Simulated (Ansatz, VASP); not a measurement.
# Two plane-wave programs on TiN (Osbornite)

```
Ti N
1.0
     0.00000    2.11900    2.11900
     2.11900    0.00000    2.11900
     2.11900    2.11900    0.00000
Ti N
1 1
Direct
  0.00000 0.00000 0.00000
  0.50000 0.50000 0.50000
```

Alike in both runs: task single point; functional revPBE; k mesh 12 × 12 × 12; occupations fermi-dirac, width 0.1 eV; no spin polarisation.

```csv
,VASP,Ansatz
version,VASP 6.6.1,Ansatz 0.2.0
potentials or method,"VASP PAW PBE potentials, release 64 (Ti_sv, N)","plane waves, PAW"
plane-wave cutoff (eV),520,420
valence electrons in the cell,17,17
```

Ansatz gave:

| Quantity | Value |
| --- | --- |
| pressure (GPa) | 5.7 |

Problem. Estimate VASP's values.

Solution. Pressure (GPa): 6.2.

Caveats: the PAW data sets were made with another functional, which shifts forces and pressure a little (VASP).
